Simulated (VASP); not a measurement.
Cu3Au (Auricupride), 4 atoms in the cell. Symmetry: Pm-3m, No. 221, cubic system. The conventional cell has a = 3.740 Å, b = 3.740 Å, c = 3.740 Å, α = 90.00°, β = 90.00°, γ = 90.00°. Cu (site symmetry 4/mmm) is surrounded by 8 Cu at 2.64 Å and 4 Au at 2.64 Å. Au (site symmetry m-3m) has 12 Cu at 2.64 Å as nearest neighbours. 

```yaml
Program: VASP 6.6.1
Task: relaxation of cell and atoms
Functional: LDA
Potentials_or_basis: VASP PAW LDA potentials, release 64 (Cu, Au)
Cutoff: 600 eV
k_mesh: 10 × 10 × 10
Occupations: methfessel-paxton, width 0.1 eV
Spin: no spin polarisation
Further_INCAR_settings: ALGO = Normal; EDIFF = 1e-06; IBRION = 2; EDIFFG = -0.01; NSW = 90; ISIF = 3
```

Potentials or basis: VASP PAW LDA potentials, release 64 (Cu, Au).

Run with:

```console
$ cat potpaw_LDA.64/Cu/POTCAR potpaw_LDA.64/Au/POTCAR > POTCAR
$ mpirun -np 1 vasp_std > vasp.out
```

Hardware: 1 thread of Intel(R) Xeon(R) Platinum 8259CL CPU @ 2.50GHz (Skylake/Cascade Lake), on a shared host.

Problem. How long does it take, and how much memory?

Solution. Wall time 3.9 min on 1 thread of Intel(R) Xeon(R) Platinum 8259CL CPU @ 2.50GHz (Skylake/Cascade Lake) (shared host), peak memory 0.22 GiB. Counts: scf iterations 37, k points 56, ion steps 3.
